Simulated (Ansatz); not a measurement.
Crystal: SnO2.

```
CELL_PARAMETERS angstrom
4.78800 0.00000 0.00000
0.00000 4.86658 0.00000
0.00000 0.00000 3.24090
ATOMIC_POSITIONS crystal
Sn 0.00000 0.00000 0.00000
Sn 0.50000 0.50000 0.50000
O 0.70815 0.67896 0.00000
O 0.20814 0.82104 0.50000
O 0.79185 0.17896 0.50000
O 0.29185 0.32104 0.00000
```

The cell is a database's computed one.

Base run:

| Property | Result |
| --- | --- |
| Program | Ansatz 0.2.0 |
| Functional | r2SCAN |
| Potentials or basis | Ansatz PAW |
| Cutoff | 500 eV |
| Density cutoff | 2000 eV |
| k mesh | 5 × 5 × 6 |
| Occupations | fermi-dirac, width 0.05 eV |
| Spin | no spin polarisation |

Its results: band gap on the k mesh 1.40 eV, direct; pressure -8.2 GPa; largest force 0.133 eV/Å.

After a change of settings the same cell gave: band gap on the k mesh 0.73 eV, direct; pressure -6.3 GPa; largest force 0.117 eV/Å. Which change was it?
A. k mesh from 5 × 5 × 6 to 6 × 6 × 8; occupations from fermi-dirac, width 0.05 eV to fixed; potential files from those of the base run to others of the same set
B. functional from r2SCAN to BLYP; cutoff from 500 eV to 420 eV; density cutoff from 2000 eV to 1680 eV
C. functional from r2SCAN to LDA; cutoff from 500 eV to 420 eV; density cutoff from 2000 eV to 1680 eV; spin from no spin polarisation to spin-orbit coupling, no magnetisation; potential files from those of the base run to others of the same set
D. functional from r2SCAN to PBEsol; cutoff from 500 eV to 420 eV; density cutoff from 2000 eV to 1680 eV

D.

r2SCAN gives the wider gap, since meta-GGAs in the generalised Kohn-Sham scheme recover part of the derivative discontinuity.

Caveats: spin-orbit coupling is left out, which moves the levels of the heavy elements; the PAW data sets come from PBE, with cores solved anew for the run's functional, which leaves a small shift of forces and pressure.

Not every run made on this cell is shown here.
